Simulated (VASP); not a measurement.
These are r2SCAN meta-GGA, VASP's PBE PAW potentials (set 64) (plane waves; VASP 6.6.1) values and carry that method's errors.

VASP ran on this input.

### POSCAR
```
CaF2
1.0
  0.0000000000   2.7129691331   2.7129691331
  2.7129691331   0.0000000000   2.7129691331
  2.7129691331   2.7129691331   0.0000000000
Ca F
1 2
direct
  0.0000000000   0.0000000000   1.0000000000
  0.2500000000   0.2500000000   0.2500000000
  0.7500000000   0.7500000000   0.7500000000
```

File KPOINTS:
```
Automatic mesh
0
Gamma
6 6 6
0 0 0
```

### INCAR
```
ALGO = Normal
EDIFF = 1E-6
EDIFFG = -0.02
ENCUT = 530
IBRION = 2
ISIF = 3
ISMEAR = 0
LASPH = .TRUE.
LCHARG = .FALSE.
LMIXTAU = .TRUE.
LREAL = .FALSE.
LWAVE = .FALSE.
METAGGA = R2SCAN
NELM = 100
NSW = 60
PREC = Accurate
SIGMA = 0.05
SYSTEM = CaF2
```

POTCAR, in this order: Ca_sv F (PBE.64 set). Program: vasp_std.

Output

### OUTCAR
```
 ion  position               nearest neighbor table
   1  0.000  0.000  0.000-   2 2.35   3 2.35   3 2.35   3 2.35   3 2.35   2 2.35   2 2.35   2 2.35
  LATTYP: Found a face centered cubic cell.
 ALAT       =     5.4259382662
 Subroutine PRICEL returns:
 Original cell was already a primitive cell.
 Subroutine GETGRP returns: Found 48 space group operations
The static configuration has the point symmetry O_h .
The dynamic configuration has the point symmetry O_h .
 Subroutine INISYM returns: Found 48 space group operations
 Subroutine IBZKPT returns following result:
 Found     16 irreducible k-points:

 Following reciprocal coordinates:
            Coordinates               Weight
  0.000000  0.000000  0.000000      1.000000
  0.166667  0.000000  0.000000      8.000000
  0.333333  0.000000  0.000000      8.000000
  0.500000  0.000000  0.000000      4.000000
  0.166667  0.166667  0.000000      6.000000
  0.333333  0.166667  0.000000     24.000000
  0.500000  0.166667  0.000000     24.000000
 -0.333333  0.166667  0.000000     24.000000
 -0.166667  0.166667  0.000000     12.000000
  0.333333  0.333333  0.000000      6.000000
  0.500000  0.333333  0.000000     24.000000
 -0.333333  0.333333  0.000000     12.000000
  0.500000  0.500000  0.000000      3.000000
  0.500000  0.333333  0.166667     24.000000
 -0.333333  0.333333  0.166667     24.000000
 -0.333333  0.500000  0.166667     12.000000
   k-points           NKPTS =     16   k-points in BZ     NKDIM =     16   number of bands    NBANDS=     16
   number of dos      NEDOS =    301   number of ions     NIONS =      3
   total plane-waves  NPLWV =  27000
   dimension x,y,z NGX =    30 NGY =   30 NGZ =   30
   dimension x,y,z NGXF=    60 NGYF=   60 NGZF=   60
   ions per type =               1   2
   PREC   = accura    normal or accurate (medium, high low for compatibility)
   ISTART =      0    job   : 0-new  1-cont  2-samecut
   ICHARG =      2    charge: 1-file 2-atom 10-const
   ISPIN  =      1    spin polarized calculation?
   LNONCOLLINEAR =      F non collinear calculations
   LSORBIT =      F    spin-orbit coupling
   INIWAV =      1    electr: 0-lowe 1-rand  2-diag
   ENCUT  =  530.0 eV  38.95 Ry    6.24 a.u.   7.20  7.20  7.20*2*pi/ulx,y,z
   NELM   =    100;   NELMIN=  2; NELMDL= -5     # of ELM steps
   EDIFF  = 0.1E-05   stopping-criterion for ELM
   LREAL  =      F    real-space projection
   NLSPLINE    = F    spline interpolate recip. space projectors
   LMAXMIX     =    2 max onsite mixed and CHGCAR
   VOSKOWN=      0    Vosko Wilk Nusair interpolation
   EDIFFG = -.2E-01   stopping-criterion for IOM
   NSW    =     60    number of steps for IOM
   NBLOCK =      1;   KBLOCK =     60    inner block; outer block
   IBRION =      2    ionic relax: 0-MD 1-quasi-New 2-CG
   NFREE  =      1    steps in history (QN), initial steepest desc. (CG)
   ISIF   =      3    stress and relaxation
   ISYM   =      2    0-nonsym 1-usesym 2-fastsym
   TEIN   =    0.0    initial temperature
   TEBEG  =    0.0;   TEEND  =   0.0 temperature during run
   SMASS  =  -3.00    Nose mass-parameter (am)
   PSTRESS=    0.0 pullay stress
   NELECT =      24.0000    total number of electrons
   EFERMI =   0.00;   METHOD = LEGACY
   ISMEAR =     0;   SIGMA  =   0.05  broadening in eV -4-tet -1-fermi 0-gaus
   IALGO  =     38    algorithm
   LDIAG  =      T    sub-space diagonalisation (order eigenvalues)
   IMIX   =      4    mixing-type and parameters
     AMIX     =   0.40;   BMIX     =  1.00
     AMIX_MAG =   1.60;   BMIX_MAG =  1.00
     AMIN     =   0.10
   METAGGA = R2SCAN    functional components
   VOSKOWN =     0    Vosko Wilk Nusair interpolation
   LHFCALC =     F    Hartree Fock is set to
   LHFONE  =     F    Hartree Fock one center treatment
...
```

**OSZICAR**
```
       N       E                     dE             d eps       ncg     rms          rms(c)
DAV:   1     0.225393762290E+03    0.22539E+03   -0.14216E+04   512   0.159E+03
DAV:   2    -0.231200013092E+02   -0.24851E+03   -0.24530E+03   640   0.412E+02
DAV:   3    -0.333335441486E+02   -0.10214E+02   -0.10204E+02   600   0.954E+01
DAV:   4    -0.337638768824E+02   -0.43033E+00   -0.43010E+00   880   0.140E+01
DAV:   5    -0.337665239261E+02   -0.26470E-02   -0.26470E-02   608   0.126E+00    0.702E+00
DAV:   6    -0.261693809009E+02    0.75971E+01   -0.36675E+00   696   0.192E+01    0.311E+00
DAV:   7    -0.264094117128E+02   -0.24003E+00   -0.24965E+00   512   0.161E+01    0.241E+00
DAV:   8    -0.258353969237E+02    0.57401E+00   -0.63078E-01   512   0.999E+00    0.125E+00
DAV:   9    -0.255281760977E+02    0.30722E+00   -0.61137E-01   576   0.727E+00    0.128E+00
DAV:  10    -0.259436261756E+02   -0.41545E+00   -0.64506E-01   576   0.755E+00    0.427E-01
DAV:  11    -0.259278482541E+02    0.15778E-01   -0.13614E-02   624   0.144E+00    0.376E-01
DAV:  12    -0.259453032509E+02   -0.17455E-01   -0.19091E-02   512   0.150E+00    0.490E-02
DAV:  13    -0.259460434595E+02   -0.74021E-03   -0.17963E-03   632   0.442E-01    0.381E-02
DAV:  14    -0.259460263169E+02    0.17143E-04   -0.48138E-05   752   0.581E-02    0.390E-02
DAV:  15    -0.259461451810E+02   -0.11886E-03   -0.12312E-04   528   0.147E-01    0.268E-02
DAV:  16    -0.259461394331E+02    0.57479E-05   -0.10584E-04   512   0.945E-02    0.218E-02
DAV:  17    -0.259461544833E+02   -0.15050E-04   -0.25233E-05   536   0.533E-02    0.197E-02
DAV:  18    -0.259461588843E+02   -0.44010E-05   -0.13819E-06   552   0.138E-02    0.194E-02
DAV:  19    -0.259461594635E+02   -0.57920E-06   -0.11908E-06   400   0.109E-02
   1 F= -.25946159E+02 E0= -.25946159E+02  d E =-.259462E+02
       N       E                     dE             d eps       ncg     rms          rms(c)
DAV:   1    -0.260010621664E+02   -0.54903E-01   -0.12928E+00   560   0.122E+01    0.172E+00
DAV:   2    -0.259519866640E+02    0.49076E-01   -0.20914E-01   520   0.393E+00    0.445E-01
DAV:   3    -0.259482111006E+02    0.37756E-02   -0.78215E-03   736   0.108E+00    0.181E-01
DAV:   4    -0.259464426175E+02    0.17685E-02   -0.59941E-03   768   0.885E-01    0.638E-02
DAV:   5    -0.259475035107E+02   -0.10609E-02   -0.25495E-04   624   0.176E-01    0.569E-02
DAV:   6    -0.259471246193E+02    0.37889E-03   -0.37782E-05   608   0.763E-02    0.458E-02
DAV:   7    -0.259483388600E+02   -0.12142E-02   -0.40345E-04   512   0.250E-01    0.770E-03
DAV:   8    -0.259484632271E+02   -0.12437E-03   -0.95429E-05   584   0.122E-01    0.370E-03
DAV:   9    -0.259484647682E+02   -0.15412E-05   -0.34675E-06   648   0.173E-02    0.282E-03
DAV:  10    -0.259484647750E+02   -0.67580E-08   -0.14632E-07   328   0.293E-03
   2 F= -.25948465E+02 E0= -.25948465E+02  d E =-.230531E-02
```

File OUTCAR:
```
------------------------ aborting loop because EDIFF is reached ----------------------------------------
  FORCE on cell =-STRESS in cart. coord.  units (eV):
  Direction    XX          YY          ZZ          XY          YZ          ZX
  --------------------------------------------------------------------------------------
  Total       -0.0240825     -0.0240825     -0.0240825      0.0000000     -0.0000000      0.0000000
  in kB       -0.9511300     -0.9511300     -0.9511300      0.0000000     -0.0000000      0.0000000
  external PRESSURE =      -0.9511300 kB  Pullay stress =       0.0000000 kB
  volume of cell :       40.57
      direct lattice vectors                 reciprocal lattice vectors
    -0.000000000  2.727180556  2.727180556    -0.183339530  0.183339530  0.183339530
     2.727180556  0.000000000  2.727180556     0.183339530 -0.183339530  0.183339530
     2.727180556  2.727180556  0.000000000     0.183339530  0.183339530 -0.183339530
 POSITION                                       TOTAL-FORCE (eV/Angst)
 -----------------------------------------------------------------------------------
      2.72718      2.72718      0.00000        -0.000000      0.000000      0.000000
      1.36359      1.36359      1.36359        -0.000000      0.000000     -0.000000
      4.09077      4.09077      4.09077         0.000000     -0.000000      0.000000
 -----------------------------------------------------------------------------------
    total drift:                                0.000000     -0.000000      0.000000
  FREE ENERGIE OF THE ION-ELECTRON SYSTEM (eV)
  ---------------------------------------------------
  free  energy   TOTEN  =       -25.9484647750 eV

  energy  without entropy=      -25.9484647750  energy(sigma->0) =      -25.94846477

 reached required accuracy - stopping structural energy minimisation
```
(Selected blocks of OUTCAR.)

**CONTCAR**
```
CaF2
   1.00000000000000
    -0.0000000000000000    2.7271805557985016    2.7271805557985016
     2.7271805557985016    0.0000000000000000    2.7271805557985016
     2.7271805557985016    2.7271805557985016    0.0000000000000000
  Ca              F
     1     2
Direct
     0.0000000000000000    0.0000000000000000    1.0000000000000000
     0.2500000000000000    0.2500000000000000    0.2500000000000000
     0.7500000000000000    0.7500000000000000    0.7500000000000000
```

The compound is CaF2 in the fluorite structure. This run relaxes it. Symmetry was kept, so distortions that lower it aren't found. The start is the result of an earlier pass.
